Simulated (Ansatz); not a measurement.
# Si7O16: the cost of one run

All numbers below are computed with Ansatz 0.2.0 (DFT PBE, plane waves, PAW, scalar-relativistic, no spin polarisation).

## 1. The starting structure

The cell holds 23 atoms (O16Si7): a = 7.142 Å, b = 7.142 Å, c = 8.821 Å, α = 90.00°, β = 90.00°, γ = 90.00°.

Its coordinates follow in the input file.

## 2. Relaxing end A

input.yaml

```yaml
crystal:
  lattice:
    - [7.141796, 0.0, 0.0]
    - [0.0, 7.141796, 0.0]
    - [0.0, 0.0, 8.820871]
  atoms:
    - { symbol: Si, position: [0.7841691, 0.5049095, 0.1871826] }
    - { symbol: Si, position: [0.5074729, 0.7869518, 0.6818182] }
    - { symbol: Si, position: [0.493835, 0.2152918, 0.6834203] }
    - { symbol: Si, position: [0.7821558, 0.4995121, 0.8216007] }
    - { symbol: Si, position: [0.2225561, 0.5027905, 0.8160248] }
    - { symbol: Si, position: [0.2220716, 0.4982739, 0.1818599] }
    - { symbol: Si, position: [0.4971591, 0.7841682, 0.317577] }
    - { symbol: O, position: [0.6870871, 0.3135699, 0.2507516] }
    - { symbol: O, position: [0.6863681, 0.6829508, 0.751432] }
    - { symbol: O, position: [0.3142319, 0.3166004, 0.7559018] }
    - { symbol: O, position: [0.313084, 0.6810162, 0.2496602] }
    - { symbol: O, position: [0.3232867, 0.6740513, 0.7482876] }
    - { symbol: O, position: [0.322204, 0.3199139, 0.2520921] }
    - { symbol: O, position: [0.6903438, 0.6839779, 0.2487048] }
    - { symbol: O, position: [0.69008, 0.3117102, 0.7484782] }
    - { symbol: O, position: [0.7532001, 0.4959585, -0.0053736] }
    - { symbol: O, position: [0.4973725, 0.7578866, 0.4998481] }
    - { symbol: O, position: [0.4979986, 0.2417593, 0.4990033] }
    - { symbol: O, position: [0.2347555, 0.5018077, 0.0019471] }
    - { symbol: O, position: [-0.0020007, 0.5016064, 0.2254187] }
    - { symbol: O, position: [0.4965931, -0.0009929, 0.7237431] }
    - { symbol: O, position: [0.0011017, 0.502779, 0.781288] }
    - { symbol: O, position: [0.5005978, -0.0066189, 0.2762192] }
total_charge: -2
basis:
  ecutwfc: 420.0
kpoints:
  mp_grid: { grid: [2, 2, 1] }
hamiltonian:
  xc: pbe
  pseudopotentials: { kind: paw, azcp: { folder: soft_1 } }
scf:
  occupations: { method: fermi_dirac, width: 0.05 }
  lower_state_search: "off"
relax:
  f_tol: 0.03
  max_steps: 60
  adjacent_minimum: "off"
```

Run with:

```sh
> ansatz run input.yaml --threads 1 --pin off --max-ram 3072MiB --backend cpu --events-out ev --progress --plain --runs-dir out
```

**Question.** How long does this run take on 1 thread of Arm Neoverse V1, shared host, and how much memory does it need?

About 2.1 min, with a peak of 0.59 GiB.
